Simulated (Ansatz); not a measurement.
# Ni (Fm-3m) in Ansatz: single point with PBEsol+D3(BJ)+ATM

Aim: the single point of Ni with PBEsol+D3(BJ)+ATM.

Program: Ansatz 0.2.0. These are calculated values, not measurements. Logs are shortened: lines on timing, memory, paths and dates and some standing lists are left out, and cuts for length are marked.

### Step 1. The undisturbed crystal

It takes space group Fm-3m (No. 225, cubic). The conventional cell has a = 3.475 Å, b = 3.475 Å, c = 3.475 Å, α = 90.00°, β = 90.00°, γ = 90.00°. Ni (site symmetry m-3m) has 12 Ni at 2.46 Å as nearest neighbours.

### Step 2. Single point, PBEsol+D3(BJ)+ATM, collinear spin, random start (volume scaled by 1.15)

Contents of input.yaml:

```yaml
crystal:
  lattice:
    - [0.0, 1.8204370098, 1.8204370098]
    - [1.8204370098, 0.0, 1.8204370098]
    - [1.8204370098, 1.8204370098, 0.0]
  atoms:
    - { symbol: Ni, position: [0.0, 0.0, 0.0], spin: 0.89 }
kpoints:
  mp_grid: { grid: [13, 13, 13] }
scf:
  occupations: { method: tetrahedron }
hamiltonian:
  xc: pbesol
  dispersion: d3bjatm
  pseudopotentials:
    kind: all_electron
    lapw: { basis_error: 0.001 }
    relativity: none
magnetization:
  spin_polarized: true
output:
  forces: true
  stress: true
  eigenvalues: true
```

Potentials or basis: all-electron LAPW, non-relativistic.

The run is started by

```
$ ansatz run input.yaml --threads 2 --pin off --max-ram 5120MiB --backend cpu --events-out ev --progress --plain --runs-dir out
```

Log:

```text
Warning: output.forces, output.stress, relax.cell or npt_langevin: where a Kohn–Sham band that disperses or a degenerate level is filled in part under the method tetrahedron, the forces or the stress that this run publishes need not agree with its energy (scf.occupations.method in the input reference, under Limitations); prefer a smearing scheme for the forces or the stress
Warning: RAYON_NUM_THREADS=2 ignored (pool sized by the plan → 2); use --threads N
LAPW: plane waves up to 8.671 Å⁻¹, error target 1.0e-3 eV per atom; Ni in spheres of 1.287 Å, 18 of its electrons in bands, Dirac shells [] (how accurate: hamiltonian.pseudopotentials.lapw.basis_error, Limitations)
Engine: ansatz 0.2.0, x86_64-unknown-linux-gnu
Pseudopotentials: kind: all_electron
Pseudopotential: Ni, LAPW, valence charge 18, lapw/all_electron/none/Ni, Schrödinger's equation, point nucleus
Functional definition: PBEsol
  exchange = pbesol_x
  correlation = pbesol_c
davidson cushion auto → on  (no smearing: the cushion is to keep the highest requested band from converging to the state above it; pin scf.eigensolver.cushion to override)
Crystal: 1 atoms, lattice volume = 12.066 Å³
Basis set: ecut = 286.441828553471 eV, 137 PW (Γ), exchange–correlation at level 2
Bands: 14, of which v1, the nominal top of the filled ones, is band 9 counted from 1 (8 counted from 0)
Symmetry: 48 space group operations
Space group: Fm-3m (ITA 225), of the structure as read, at distance tolerance 2.3e-5 Å
Magnetic group: BNS 225.116 (UNI 1618), of the structure as read, at distance tolerance 2.3e-5 Å
k-points: 84 of 2197
Non-local potential: Ni, projectors of the file, none
Initial density: superposition of atomic densities (chi_scale 0.1, normalization cell)
Starting moments: Σ|m| = 0.89 μB on 1 of 1 site
Initial wavefunctions: plane waves of lowest kinetic energy (no species holds an atomic orbital)
Functional: x = pbesol(κ = 0.804, μ = 0.12345679012345678), c = pbesol(β = 0.046)
iter 1 solved again at ethr=3.65e-5 eV; its pass at ethr=1.00e-1 eV (dr2=6.56e-3 eV) is discarded
SCF iter   1: F=—  HF=-41007.857928 eV  |F-HF|=—  |Δ(HF+E_count)|=         —  Δρ=1.31e-2 (↑1.09e-2 ↓1.31e-2)  dr2=6.51e-3  dr2_m=1.38e-2  M=0.630 μB ∫|m|=0.692 μB  β_m=0.30  ethr=3.65e-5  ⟨swp⟩=3.5  Hψ=18194  notcnv=0
preconditioner: auto → none  [metal: no gap  n_scr=0 (ndim 8)  ℏωp=33.8 eV  f_vac=0.000]
iter 2 solved again at ethr=3.10e-6 eV; its pass at ethr=3.62e-5 eV (dr2=5.58e-4 eV) is discarded
SCF iter   2: F=—  HF=-41007.841961 eV  |F-HF|=—  |Δ(HF+E_count)|=   1.60e-2  Δρ=6.63e-3 (↑6.63e-3 ↓6.31e-3)  dr2=5.57e-4  dr2_m=4.33e-3  M=0.664 μB ∫|m|=0.731 μB  β_m=0.30  ethr=3.10e-6  ⟨swp⟩=2.0  Hψ=12673  notcnv=0
SCF iter   3: F=—  HF=-41007.833269 eV  |F-HF|=—  |Δ(HF+E_count)|=   8.69e-3  Δρ=5.76e-3 (↑5.43e-3 ↓5.76e-3)  dr2=4.53e-4  dr2_m=3.34e-3  M=0.638 μB ∫|m|=0.715 μB  β_m=0.30  ethr=3.10e-6  ⟨swp⟩=3.0  Hψ=7673  notcnv=0
SCF iter   4: F=—  HF=-41007.833514 eV  |F-HF|=—  |Δ(HF+E_count)|=   2.45e-4  Δρ=4.01e-3 (↑4.01e-3 ↓3.93e-3)  dr2=8.61e-6  dr2_m=1.74e-3  M=0.635 μB ∫|m|=0.717 μB  β_m=0.30  ethr=2.51e-6  ⟨swp⟩=3.0  Hψ=7473  notcnv=0
SCF iter   5: F=—  HF=-41007.834673 eV  |F-HF|=—  |Δ(HF+E_count)|=         —  Δρ=3.02e-3 (↑3.02e-3 ↓3.02e-3)  dr2=1.37e-6  dr2_m=1.01e-3  M=0.630 μB ∫|m|=0.716 μB  β_m=0.30  ethr=4.78e-8  ⟨swp⟩=3.5  Hψ=8373  notcnv=0
the basis was enlarged: its passes take 786.0 KiB over the memory plan, 2 of 2 planned eigensolver slots
SCF iter   6: F=—  HF=-41007.835367 eV  |F-HF|=—  |Δ(HF+E_count)|=   6.94e-4  Δρ=2.27e-3 (↑2.27e-3 ↓2.27e-3)  dr2=2.01e-7  dr2_m=5.71e-4  M=0.626 μB ∫|m|=0.716 μB  β_m=0.30  ethr=7.63e-9  ⟨swp⟩=4.0  Hψ=9168  notcnv=0
Mixer restart at iter 6: flushing history
spin-set hold released at iteration 6 (site moments contracting): the magnetisation degrees of freedom join the quasi-Newton model from the next iteration; the mixer history was flushed
SCF iter   7: F=—  HF=-41007.835747 eV  |F-HF|=—  |Δ(HF+E_count)|=   3.80e-4  Δρ=1.72e-3 (↑1.72e-3 ↓1.72e-3)  dr2=1.82e-7  dr2_m=3.27e-4  M=0.623 μB ∫|m|=0.715 μB  β_m=0.65  ethr=1.12e-9  ⟨swp⟩=4.0  Hψ=9519  notcnv=0
SCF iter   8: F=—  HF=-41007.836257 eV  |F-HF|=—  |Δ(HF+E_count)|=   5.11e-4  Δρ=1.74e-4 (↑1.11e-4 ↓1.74e-4)  dr2=3.30e-6  dr2_m=8.55e-7  M=0.615 μB ∫|m|=0.716 μB  β_m=0.49  ethr=1.01e-9  ⟨swp⟩=5.0  Hψ=10869  notcnv=0
SCF iter   9: F=—  HF=-41007.836169 eV  |F-HF|=—  |Δ(HF+E_count)|=   8.84e-5  Δρ=3.78e-5 (↑3.78e-5 ↓3.45e-5)  dr2=1.95e-7  dr2_m=3.61e-8  M=0.614 μB ∫|m|=0.715 μB  β_m=0.56  ethr=1.01e-9  ⟨swp⟩=3.4  Hψ=8807  notcnv=0
SCF iter  10: F=—  HF=-41007.836173 eV  |F-HF|=—  |Δ(HF+E_count)|=   4.46e-6  Δρ=1.43e-5 (↑1.43e-5 ↓1.28e-5)  dr2=8.57e-9  dr2_m=1.39e-8  M=0.614 μB ∫|m|=0.715 μB  β_m=0.78  ethr=1.01e-9  ⟨swp⟩=3.0  Hψ=7781  notcnv=0
SCF iter  11: F=—  HF=-41007.836172 eV  |F-HF|=—  |Δ(HF+E_count)|=   1.62e-6  Δρ=3.02e-6 (↑2.24e-6 ↓3.02e-6)  dr2=2.53e-10  dr2_m=6.54e-10  M=0.614 μB ∫|m|=0.715 μB  β_m=0.89  ethr=4.76e-11  ⟨swp⟩=4.0  Hψ=8976  notcnv=0
SCF iter  12: F=-41007.836171 eV  HF=-41007.836171 eV  |F-HF|=2.40e-10  |Δ(HF+E_count)|=   9.81e-7  Δρ=6.30e-7 (↑4.13e-7 ↓6.30e-7)  dr2=5.03e-12  dr2_m=2.93e-11  M=0.614 μB ∫|m|=0.715 μB  ethr=1.40e-12  ⟨swp⟩=4.0  Hψ=9415  notcnv=0
SCF 1 converged in 12 iterations: F = -41007.836171 eV  dr2 = 5.03e-12
this state was not tested for a lower state beside it, because cold or Methfessel-Paxton smearing, or corrected tetrahedra, fill the levels in a way that the test cannot read (fill_not_monotonic; see scf.lower_state_search)
SCF converged after 12 iterations
Magnetization: 0.6143 μB (9.3072 up, 8.6928 down)
Absolute magnetization: 0.7152 μB (∫|ρ↑−ρ↓|)
Spin contamination: 0.0087 ħ² per cell (⟨S²⟩ above its minimum at these occupations)
Per-site moments (μB) at R_I (Å): [(0.6400024414057999, 1.2872433351711106)]
Free energy (F): -41007.836171 eV
Harris-Foulkes:  -41007.836171 eV  (|F-HF|=2.40e-10)
Internal energy: -41007.836041 eV  (E = F + TS)
E sigma→0 (E₀):  -41007.836171 eV
Entropy (-TS):   -0.000129 eV (-0.129 meV/atom)
Fermi energy:    15.857850 eV
--- Per-component energies (eV) ---
  E_band       = -307.619709
  E_kinetic    = 40967.639059
  E_xc         = -1679.002349
  E_electrostatic = -80296.133983  (all electrons and nuclei)
  E_disp       = -0.338768  (pairwise vdW)
  E_smearing   = -0.000129  (= −TS)
  E_closure    = 0.000000  (closes the sum)
  E_atoms      = -40999.668659  (free atoms, spherical and without spin; not in F)
  Σ components = -41007.836171   (vs F -41007.836171, Δ=0.00e0)
  Basis errors (estimates in eV, not in F): energy 2.5e-4 per atom: plane waves 2.1e-4 (1.1e-4 summed), levels above the bands 0.0e0, relativity 0.0e0, radial functions 3.9e-5, core shells 7.2e-10; eigenvalues (radial functions only) 5.2e-6; not estimated: angular momenta, meshes, grids; target (lapw.basis_error) 1.0e-3; muffin-tin radii Ni 1.287 Å
--- Forces (eV/Å), atoms counted from 1 ---
  atom   1  Ni     0.00000000     0.00000000     0.00000000
  max |Σ_I F_I| component: 4.72e-32 eV/Å
--- Stress (GPa, compression-positive) ---
      -22.868428       0.000000       0.000000
        0.000000     -22.868428      -0.000000
        0.000000      -0.000000     -22.868428
  P = ⅓ Tr σ = -22.8684 GPa (-228.684 kbar)
--- Band table (eV; the first three rows and the last of 168) ---
  k-point 0 ↑: bands = ["-83.9755", "-46.7415", "-46.7415", "-46.7415", "7.7069", "13.6483", "13.6483", "13.6483", "14.6829", "14.6829", "38.4780", "41.7113", "41.7113", "41.7113"]
  k-point 1 ↑: bands = ["-83.9741", "-46.7507", "-46.7429", "-46.7429", "7.9190", "13.5989", "13.6920", "13.6920", "14.6654", "14.6654", "37.3987", "39.7881", "41.1205", "41.1205"]
  k-point 2 ↑: bands = ["-83.9701", "-46.7760", "-46.7466", "-46.7466", "8.5377", "13.4797", "13.7911", "13.7911", "14.6430", "14.6430", "33.9235", "39.1652", "40.2570", "40.2570"]
  k-point 83 ↓: bands = ["-83.1324", "-46.0627", "-46.0492", "-46.0077", "12.9443", "13.5713", "13.8333", "15.2186", "16.1354", "21.9824", "23.8406", "25.7972", "26.7238", "43.3401"]
```

Run time: 13 s. Hardware: 2 threads of Intel Xeon Platinum 8488C (Sapphire Rapids), shared host; peak memory 0.36 GiB.

Results:

- Free energy: -41007.8362 eV
- Pressure: -22.9 GPa
- Band gap on the k mesh: none (metal or under the smearing width)
- Net moment: 0.61 μB per cell
- Absolute moment: 0.72 μB per cell
- Site moments: Ni +0.64 μB

Caveat: pairwise dispersion overbinds metals, which lowers pressure and volume; with tetrahedron occupations forces and stress needn't match the slope of the energy.
